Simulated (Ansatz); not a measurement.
Reactions of C3H6SiTe (`C#C[SiH2][Te]C`).

Computed with Ansatz on PBE0-D4/def2-TZVP structures; ΔE is electronic, products minus reactants. CCSD(T)/CBS adds triple-zeta CCSD(T) − MP2 to the extrapolated MP2 energy (def2 sets, frozen cores). This one scheme is used for every species. Open shells (•) are unrestricted, without spin–orbit coupling. Elements past krypton have def2 core potentials. For As, Te outer-core shells are correlated without core-valence functions, which leaves a few kJ/mol of doubt a bond. Scalar relativity is left out up to krypton. One conformer a species, not always the lowest.

(1) Order these by ΔE at CCSD(T)/CBS, lowest first. (An estimate is asked.)
A. `C#C[SiH2][Te]C` + `CC=S` → `C[Te]C(C)=S` + `C#C[SiH3]`
B. `C#C[SiH2][Te]C` + `N[SiH2]F` → `C[Te][SiH](N)F` + `C#C[SiH3]`
C. `C#C[SiH2][Te]C` + `CCC(=O)O` → `C#C[SiH2]C(=O)O` + `CC[Te]C`
D. `C#C[SiH2][Te]C` → `[SiH3]CC1=C[Te]1`
E. `C#C[SiH2][Te]C` + `O[AsH2]` → `C[Te][AsH]O` + `C#C[SiH3]`
F. `C#C[SiH2][Te]C` + `CC=N` → `C[Te]C(C)=N` + `C#C[SiH3]`
G. `C#C[SiH2][Te]C` + SiH₄ → `C[Te][SiH2][SiH3]` + acetylene
H. `C#C[SiH2][Te]C` → `C#C[SiH2]`• + `C[Te]`•

Largest T1 diagnostic: 0.030, for `C#C[SiH2]`•, so its coupled-cluster energy is less sure.

Answers

(1) E (-9.3 kJ/mol), B (+8.1 kJ/mol), G (+31.0 kJ/mol), A (+53.8 kJ/mol), F (+73.8 kJ/mol), C (+100.4 kJ/mol), D (+116.2 kJ/mol), H (+306.0 kJ/mol).
